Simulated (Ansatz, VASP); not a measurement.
## One calculation of KF, two programs

File POSCAR:

```
KF
1.0
    3.3533906819      0.0000000000      0.0000000000
    0.0000000000      3.1788706815      0.0000000000
    0.0000000000      0.0000000000      3.1788706815
K F
1 1
Direct
    0.0000000000      0.0000000000      0.0000000000
    0.5000000000      0.5000000000      0.5000000000
```

INCAR.step1

```
PREC = Accurate ; ENCUT = 520
ISMEAR = 0 ; SIGMA = 0.01
LREAL = F ; LASPH = T
NELM = 80 ; NBANDS = 15
GGA = PE ; ALGO = Normal
EDIFF = 1E-4 ; LWAVE = T
LCHARG = F
```

INCAR.step2

```
PREC = Accurate ; ENCUT = 520
EDIFF = 1E-6 ; ISMEAR = 0
SIGMA = 0.01 ; LREAL = F
LASPH = T ; NELM = 80
ALGO = Normal ; ISIF = 2
LWAVE = F ; LCHARG = F
METAGGA = R2SCAN ; LMIXTAU = T
NBANDS = 15 ; ISTART = 1
```

KPOINTS

```
regular mesh
0
Gamma
  8 8 8
```

Input for Ansatz:

```yaml
crystal:
  lattice:
    - [3.3533906819, 0.0, 0.0]
    - [0.0, 3.1788706815, 0.0]
    - [0.0, 0.0, 3.1788706815]
  atoms:
    - { symbol: K, position: [0.0, 0.0, 0.0] }
    - { symbol: F, position: [0.5, 0.5, 0.5] }
kpoints:
  mp_grid: { grid: [8, 8, 8] }
  band_path:
    path:
      - [0.0, 0.0, 0.0]
      - [0.0, 0.5, 0.0]
      - [0.5, 0.5, 0.0]
      - [0.5, 0.5, 0.5]
      - [0.5, 0.0, 0.5]
    npoints: 1
hamiltonian:
  xc: r2scan
scf:
  occupations: { method: fixed }
  n_extra_bands: 4
output:
  forces: true
  stress: true
  eigenvalues: true
```

Change from the starting cell: uniaxial_x strain +5.5%.

Alike in both runs: task single point; functional r2SCAN; k mesh 8 × 8 × 8; no spin polarisation.

|  | VASP | Ansatz |
| --- | --- | --- |
| version | VASP 6.6.1 | Ansatz 0.2.0 |
| potentials or method | VASP PAW PBE potentials, release 64 (K_sv, F) | plane waves, PAW |
| plane-wave cutoff (eV) | 520 | 500 |
| occupations | gaussian, width 0.01 eV | fixed |
| valence electrons in the cell | 16 | 16 |

```tsv
	VASP	Ansatz	Ansatz less VASP
gap on the k mesh at the Fermi level (eV)	7.22	7.22	-0.002
pressure (GPa)	-2.0	-2.0	+0.04
largest component of the traceless stress (GPa)	3.14	3.13	-0.004
```

Caveats: the PAW data sets were made with another functional, which shifts forces and pressure a little (VASP). A k mesh can miss the band edges.
